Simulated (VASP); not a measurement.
# Pt (Im-3m) in VASP: notebook

One crystal, Pt, is run at these levels: LDA, r2SCAN; tasks: single point, relaxation of cell and atoms.

All numbers are computed with VASP 6.6.1; they aren't measurements. Logs are shortened: lines on timing, memory, paths and dates and some standing lists are left out, and cuts for length are marked.

### 1 The crystal as given

The structure is cubic, space group Im-3m (No. 229). The conventional cell has a = 3.168 Å, b = 3.168 Å, c = 3.168 Å, α = 90.00°, β = 90.00°, γ = 90.00°. Pt (site symmetry m-3m) has 8 Pt at 2.74 Å as nearest neighbours.

This isn't the form of Pt at room conditions, which is fcc.

### 2 Single point, LDA

Input file INCAR:

```
PREC = Accurate
ENCUT = 900
EDIFF = 1E-6
ISMEAR = 1
SIGMA = 0.1
LREAL = False
LASPH = True
NELM = 100
ALGO = Normal
ISIF = 2
LWAVE = False
LCHARG = False
GGA = CA
ADDGRID = False
```

Input file KPOINTS:

```
Automatic mesh
0
Gamma
  15 15 15
```

Input file POSCAR:

```
Pt
1.0
   -1.5842200000      1.5842200000      1.5842200000
    1.5842200000     -1.5842200000      1.5842200000
    1.5842200000      1.5842200000     -1.5842200000
Pt
1
Direct
    0.0000000000      0.0000000000      0.0000000000
```

Potentials or basis: VASP PAW LDA potentials, release 64 (Pt).

Run with:

```bash
> cat potpaw_LDA.64/Pt/POTCAR > POTCAR
> mpirun -np 1 vasp_std > vasp.out
```

OUTCAR:

```text
PREC = Accurate
   ENCUT = 900
   EDIFF = 1E-6
   ISMEAR = 1
   LREAL = False
   LASPH = True
   NELM = 100
   ISIF = 2
   GGA = CA

 Found    120 irreducible k-points:

 Following reciprocal coordinates:
            Coordinates               Weight
  0.000000  0.000000  0.000000      1.000000
  0.066667  0.000000  0.000000     12.000000
  0.133333  0.000000  0.000000     12.000000
  0.200000  0.000000  0.000000     12.000000
  0.266667  0.000000  0.000000     12.000000
  0.333333  0.000000  0.000000     12.000000
   k-points           NKPTS =    120   k-points in BZ     NKDIM =    120   number of bands    NBANDS=      9
   number of dos      NEDOS =    301   number of ions     NIONS =      1
   total plane-waves  NPLWV =  21952
   dimension x,y,z NGX =    28 NGY =   28 NGZ =   28
   dimension x,y,z NGXF=    56 NGYF=   56 NGZF=   56
   ions per type =               1
   NGX,Y,Z   is equivalent  to a cutoff of  16.96, 16.96, 16.96 a.u.
   NGXF,Y,Z  is equivalent  to a cutoff of  33.93, 33.93, 33.93 a.u.
 SYSTEM =  unknown system
   PREC   = accura    normal or accurate (medium, high low for compatibility)
   ISTART =      0    job   : 0-new  1-cont  2-samecut
   ICHARG =      2    charge: 1-file 2-atom 10-const
   ISPIN  =      1    spin polarized calculation?
   LNONCOLLINEAR =      F non collinear calculations
   LSORBIT =      F    spin-orbit coupling
   LASPH  =      T    aspherical Exc in radial PAW
   ENCUT  =  900.0 eV  66.15 Ry    8.13 a.u.   6.71  6.71  6.71*2*pi/ulx,y,z
   NELM   =    100;   NELMIN=  2; NELMDL= -5     # of ELM steps
   EDIFF  = 0.1E-05   stopping-criterion for ELM
   LREAL  =      F    real-space projection
   EDIFFG = 0.1E-04   stopping-criterion for IOM
   NSW    =      0    number of steps for IOM
   IBRION =     -1    ionic relax: 0-MD 1-quasi-New 2-CG
   NFREE  =      0    steps in history (QN), initial steepest desc. (CG)
   ISIF   =      2    stress and relaxation
   ISYM   =      2    0-nonsym 1-usesym 2-fastsym
   POTIM  = 0.5000    time-step for ionic-motion
   TEBEG  =    0.0;   TEEND  =   0.0 temperature during run
   PSTRESS=    0.0 pullay stress
   NELECT =      10.0000    total number of electrons
   NUPDOWN=      -1.0000    fix difference up-down
   EMIN   =  10.00;   EMAX   =-10.00  energy-range for DOS
   EFERMI =   0.00;   METHOD = LEGACY
   ISMEAR =     1;   SIGMA  =   0.10  broadening in eV -4-tet -1-fermi 0-gaus
   EFERMI_NEDOS =   21; number of points for ismear=-14 and -15
   IALGO  =     38    algorithm
   IMIX   =      4    mixing-type and parameters
     AMIX     =   0.40;   BMIX     =  1.00
     AMIX_MAG =   1.60;   BMIX_MAG =  1.00
  volume/ion in A,a.u.               =      15.90       107.33
  Fermi-wavevector in a.u.,A,eV,Ry     =   1.402510  2.650360 26.763132  1.967035
  Thomas-Fermi vector in A             =   2.525265
   LORBIT       =      0    0 simple, 1 ext, 2 COOP (PROOUT), +10 PAW based schemes
   GGA     = CA    functional components
   LHFCALC =     F    Hartree Fock is set to
   AEXX    =    0.0000 exact exchange contribution
   IVDW    =     0    specifies the selected vdW correction
   LEPSILON=     F    determine dielectric tensor
   LRPA    =     F    only Hartree local field effects (RPA)
 non-spin polarized calculation
 Methfessel and Paxton  Order N= 1 SIGMA  =   0.10
  energy-cutoff  :      900.00
  volume of cell :       15.90
 maximum number of plane-waves:       987
   NGX = 13   NGY = 13   NGZ = 13

 number of electron      10.0000001 magnetization

 Free energy of the ion-electron system (eV)
  ---------------------------------------------------
  ext. energy  EPLUGINS =         0.00000000
  ---------------------------------------------------
  free energy    TOTEN  =        -7.34950686 eV

  energy without entropy =       -7.34904807  energy(sigma->0) =       -7.34935393

 E-fermi :   9.9727     XC(G=0): -13.3763

 val. band max:        9.9564233239   @ k =   0.4667   0.0667  -0.0000
 cond. band min:       9.9740142840   @ k =  -0.4000   0.4000   0.4000
 fundamental gap:      0.0175909601
 Fermi energy:         9.9727208616

 k-point     1 :       0.0000    0.0000    0.0000
  band No.  band energies     occupation
      1       0.4797      2.00000
      2       6.4584      2.00000
      3       6.4584      2.00000
      4       6.4584      2.00000
      5       8.9767      2.00000
      6       8.9767      2.00000
      7      27.0066      0.00000
      8      27.0066      0.00000
      9      27.0066      0.00000

 k-point     2 :       0.0667    0.0000    0.0000
  band No.  band energies     occupation
      1       0.6596      2.00000
      2       6.3883      2.00000
      3       6.4586      2.00000
      4       6.6020      2.00000
      5       8.8859      2.00000
      6       8.9814      2.00000
      7      27.0898      0.00000
      8      27.1491      0.00000
      9      27.2709      0.00000

 k-point     3 :       0.1333    0.0000    0.0000
  band No.  band energies     occupation
      1       1.1771      2.00000
      2       6.1957      2.00000
      3       6.4469      2.00000
      4       7.0236      2.00000
      5       8.6892      2.00000
      6       8.9987      2.00000
      7      27.1558      0.00000
      8      27.2187      0.00000
      9      28.0371      0.00000

 k-point     4 :       0.2000    0.0000    0.0000
  band No.  band energies     occupation
      1       1.9482      2.00000
      2       5.9252      2.00000
      3       6.4318      2.00000
      4       7.6927      2.00000
      5       8.5475      2.00000
      6       9.0355      2.00000
      7      26.1090      0.00000
      8      26.7035      0.00000
      9      29.2295      0.00000

 k-point     5 :       0.2667    0.0000    0.0000
  band No.  band energies     occupation
      1       2.7632      2.00000
      2       5.6320      2.00000
      3       6.5883      2.00000
      4       8.5503      2.00000
      5       8.5581      2.00000
      6       9.0949      2.00000
      7      23.6927      0.00000
      8      25.6666      0.00000
      9      30.7331      0.00000

 k-point     6 :       0.3333    0.0000    0.0000
  band No.  band energies     occupation
      1       3.2813      2.00000
      2       5.3667      2.00000
      3       7.2719      2.00000
      4       8.6989      2.00000
      5       9.1702      2.00000
      6       9.4938      2.00000
      7      20.9245      0.00000
      8      24.5524      0.00000
      9      28.5300      0.00000

 [... further k-points ...]

------------------------ aborting loop because EDIFF is reached ----------------------------------------

  FORCE on cell =-STRESS in cart. coord.  units (eV):
  Direction    XX          YY          ZZ          XY          YZ          ZX
  --------------------------------------------------------------------------------------
  -------------------------------------------------------------------------------------
  Total       -1.5285879     -1.5285879     -1.5285879     -0.0000000      0.0000000      0.0000000
  in kB     -153.9907190   -153.9907190   -153.9907190     -0.0000000      0.0000000      0.0000000
  external PRESSURE =    -153.9907190 kB  Pullay stress =       0.0000000 kB

 VOLUME and BASIS-vectors are now :
 -----------------------------------------------------------------------------
  energy-cutoff  :      900.00
  volume of cell :       15.90
      direct lattice vectors                 reciprocal lattice vectors
    -1.584220000  1.584220000  1.584220000     0.000000000  0.315612731  0.315612731
     1.584220000 -1.584220000  1.584220000     0.315612731  0.000000000  0.315612731
     1.584220000  1.584220000 -1.584220000     0.315612731  0.315612731  0.000000000

 POSITION                                       TOTAL-FORCE (eV/Angst)
 -----------------------------------------------------------------------------------
      0.00000      0.00000      0.00000         0.000000     -0.000000      0.000000
 -----------------------------------------------------------------------------------
    total drift:                               -0.000000     -0.000000     -0.000000

  FREE ENERGIE OF THE ION-ELECTRON SYSTEM (eV)
  ---------------------------------------------------
  free  energy   TOTEN  =        -7.3495068598 eV

  energy  without entropy=       -7.3490480674  energy(sigma->0) =       -7.34935393
```

Run time: 22 s. Hardware: 1 thread of Intel Xeon Platinum 8488C (Sapphire Rapids), shared host; peak memory 0.18 GiB.

The run converged, but some of its settings lie outside the range that counts as converged, so its numbers aren't taken as properties of the crystal.

What came out:

```yaml
Free_energy: -7.3495 eV
Pressure: -15.4 GPa
Band_gap_on_the_k_mesh: none (metal or under the smearing width)
```

### 3 Single point, LDA

Edit INCAR of step 2 so:

```diff
@@ -1,3 +1,3 @@
 PREC = Accurate
-ENCUT = 900
+ENCUT = 650
 EDIFF = 1E-6
```

Input file KPOINTS:

```
Automatic mesh
0
Gamma
  18 18 18
```

POSCAR is that of step 2.

Potentials or basis: VASP PAW LDA potentials, release 64 (Pt).

Run with:

```bash
> cat potpaw_LDA.64/Pt/POTCAR > POTCAR
> mpirun -np 1 vasp_std > vasp.out
```

Wall time 17 s (1 thread of Intel Xeon Platinum 8488C (Sapphire Rapids), shared host); peak memory 0.16 GiB.

The run converged, but some of its settings lie outside the range that counts as converged, so its numbers aren't taken as properties of the crystal.

What came out:

```yaml
Free_energy: -7.3454 eV
Pressure: -15.5 GPa
Band_gap_on_the_k_mesh: none (metal or under the smearing width)
```

### 4 Relaxation of cell and atoms, r2SCAN

Input file INCAR:

```
ALGO = Normal ; EDIFF = 1E-6
EDIFFG = -0.01 ; ENCUT = 600
IBRION = 2 ; ISIF = 3
ISMEAR = -1 ; LASPH = True
LCHARG = False ; LMIXTAU = True
LREAL = False ; LWAVE = False
METAGGA = R2SCAN ; NELM = 60
NSW = 40 ; PREC = Accurate
SIGMA = 0.05
```

Input file KPOINTS:

```
k-points
0
Gamma
  10 10 10
```

POSCAR is that of step 3.

Potentials or basis: VASP PAW PBE potentials, release 64 (Pt).

Run with:

```bash
> cat potpaw_PBE.64/Pt/POTCAR > POTCAR
> mpirun -np 1 vasp_std > vasp.out
```

OUTCAR:

```text
EDIFF = 1E-6
   EDIFFG = -0.01
   ENCUT = 600
   IBRION = 2
   ISIF = 3
   ISMEAR = -1
   LASPH = True
   LREAL = False
   METAGGA = R2SCAN
   NELM = 60
   NSW = 40
   PREC = Accurate

 ion  position               nearest neighbor table
   1  0.000  0.000  0.000-

  LATTYP: Found a body centered cubic cell.
 ALAT       =     3.1684400000

  Lattice vectors:

 A1 = (  -1.5842200000,   1.5842200000,   1.5842200000)
 A2 = (   1.5842200000,  -1.5842200000,   1.5842200000)
 A3 = (   1.5842200000,   1.5842200000,  -1.5842200000)

Analysis of symmetry for initial positions (statically):
=====================================================================
 Subroutine PRICEL returns:
 Original cell was already a primitive cell.

 Routine SETGRP: Setting up the symmetry group for a
 body centered cubic supercell.

 Subroutine GETGRP returns: Found 48 space group operations
 (whereof 48 operations were pure point group operations)
 out of a pool of 48 trial point group operations.

The static configuration has the point symmetry O_h .

Analysis of symmetry for dynamics (positions and initial velocities):
=====================================================================
 Subroutine PRICEL returns:
 Original cell was already a primitive cell.

 Routine SETGRP: Setting up the symmetry group for a
 body centered cubic supercell.

 Subroutine GETGRP returns: Found 48 space group operations
 (whereof 48 operations were pure point group operations)
 out of a pool of 48 trial point group operations.

The dynamic configuration has the point symmetry O_h .
[... 143 lines left out ...]
  ---------------------------------------------------
  ext. energy  EPLUGINS =         0.00000000
  ---------------------------------------------------
  free energy    TOTEN  =       -51.40991615 eV

  energy without entropy =      -51.40402657  energy(sigma->0) =      -51.40697136

 E-fermi :   9.9793     XC(G=0): -14.2257

 val. band max:        9.9112223429   @ k =  -0.3000   0.3000   0.2000
 cond. band min:      10.0685621624   @ k =  -0.4000   0.4000   0.2000
 fundamental gap:      0.1573398196
 Fermi energy:         9.9792624533

 k-point     1 :       0.0000    0.0000    0.0000
  band No.  band energies     occupation
      1       0.1805      2.00000
      2       6.2712      2.00000
      3       6.2712      2.00000
      4       6.2712      2.00000
      5       8.7459      2.00000
      6       8.7459      2.00000
      7      27.9340      0.00000
      8      27.9340      0.00000
      9      27.9340      0.00000
[... 380 lines left out ...]
--------------------------------------- Ionic step        4  -------------------------------------------

 number of electron      10.0000001 magnetization

 Free energy of the ion-electron system (eV)
  ---------------------------------------------------
  ext. energy  EPLUGINS =         0.00000000
  ---------------------------------------------------
  free energy    TOTEN  =       -51.41732596 eV

  energy without entropy =      -51.41174585  energy(sigma->0) =      -51.41453591

 E-fermi :  10.4237     XC(G=0): -14.3980

 val. band max:       10.3521489041   @ k =  -0.4000   0.4000   0.4000
 cond. band min:      10.5165985633   @ k =  -0.4000   0.4000   0.2000
 fundamental gap:      0.1644496592
 Fermi energy:        10.4236815430

 k-point     1 :       0.0000    0.0000    0.0000
  band No.  band energies     occupation
      1       0.3510      2.00000
      2       6.5702      2.00000
      3       6.5702      2.00000
      4       6.5702      2.00000
      5       9.1379      2.00000
      6       9.1379      2.00000
      7      28.3621      0.00000
      8      28.3621      0.00000
      9      28.3621      0.00000
[... 304 lines left out ...]
  FREE ENERGIE OF THE ION-ELECTRON SYSTEM (eV)
  ---------------------------------------------------
  free  energy   TOTEN  =       -51.4173259620 eV

  energy  without entropy=      -51.4117458520  energy(sigma->0) =      -51.41453591

 reached required accuracy - stopping structural energy minimisation
```

OSZICAR:

```text
N       E                     dE             d eps       ncg     rms          rms(c)
DAV:   1    -0.317832914826E+01   -0.31783E+01   -0.61684E+03   854   0.120E+03
DAV:   2    -0.542092273297E+02   -0.51031E+02   -0.49439E+02   898   0.206E+02
DAV:   3    -0.547362568582E+02   -0.52703E+00   -0.52607E+00   945   0.220E+01
DAV:   4    -0.547384178331E+02   -0.21610E-02   -0.21608E-02   934   0.149E+00
[... 35 lines left out ...]
       N       E                     dE             d eps       ncg     rms          rms(c)
DAV:   1    -0.514173436102E+02   -0.22611E-04   -0.48552E-04   852   0.235E-01    0.288E-02
DAV:   2    -0.514173243874E+02    0.19223E-04   -0.74483E-05   847   0.679E-02    0.922E-03
DAV:   3    -0.514173255667E+02   -0.11793E-05   -0.23989E-06   848   0.160E-02    0.838E-03
DAV:   4    -0.514173259620E+02   -0.39531E-06   -0.22874E-06   423   0.948E-03
   4 F= -.51417326E+02 E0= -.51414536E+02  d E =-.740981E-02
```

CONTCAR:

```text
Pt
   1.00000000000000
    -1.5714180108583753    1.5714180108583753    1.5714180108583753
     1.5714180108583753   -1.5714180108583753    1.5714180108583753
     1.5714180108583753    1.5714180108583753   -1.5714180108583753
  Pt
     1
Direct
     1.0000000000000000    1.0000000000000000    0.0000000000000000

  0.00000000E+00  0.00000000E+00  0.00000000E+00
```

Run time: 1.7 min. Hardware: 1 thread of AMD EPYC 7R43 (Zen 3), shared host; peak memory 0.12 GiB.

What came out:

| Property | Result |
| --- | --- |
| Free energy | -51.4173 eV |
| Relaxed volume | 15.52 Å³/atom |
| Relaxed cell | a = 2.722 Å, b = 2.722 Å, c = 2.722 Å, α = 109.47°, β = 109.47°, γ = 109.47° |
| Space group after relaxing (to 0.05 Å) | Im-3m (No. 229) |
| Energy gained by relaxing | 7.4 meV/atom |
| Ionic steps | 4 |
| Pressure after relaxing | 0.0 GPa |
| Band gap on the k mesh | none (metal or under the smearing width) |

The path:
| step | energy change (eV) | largest force (eV/Å) | pressure (GPa) | volume (Å³) |
| --- | --- | --- | --- | --- |
| 1 | 0.0000 | 0.0000 | -5.95 | 15.90 |
| 2 | 0.0450 | 0.0000 | 19.11 | 14.58 |
| 3 | -0.0074 | 0.0000 | -0.14 | 15.53 |
| 4 | -0.0074 | 0.0000 | 0.01 | 15.52 |

Final structure:
```cif
data_structure
_symmetry_space_group_name_H-M 'P 1'
_symmetry_Int_Tables_number 1
_cell_length_a 2.7218
_cell_length_b 2.7218
_cell_length_c 2.7218
_cell_angle_alpha 109.471
_cell_angle_beta 109.471
_cell_angle_gamma 109.471
_cell_volume 15.52
loop_
_atom_site_label
_atom_site_type_symbol
_atom_site_fract_x
_atom_site_fract_y
_atom_site_fract_z
_atom_site_occupancy
Pt1 Pt 0.00000 0.00000 0.00000 1
```

Caveat: the PAW data sets were made with another functional, which shifts forces and pressure a little. The run has no spin-orbit coupling, so splittings on Pt are missing.

### 5 For comparison

An earlier run on the cell as given: functional PBEsol; potentials or basis VASP PAW PBE potentials, release 64 (Pt); cutoff 520 eV; k mesh 12 × 12 × 12; occupations fermi-dirac, width 0.05 eV; no spin polarisation.

- Pressure: -11.6 GPa
- Band gap on the k mesh: none (metal or under the smearing width)
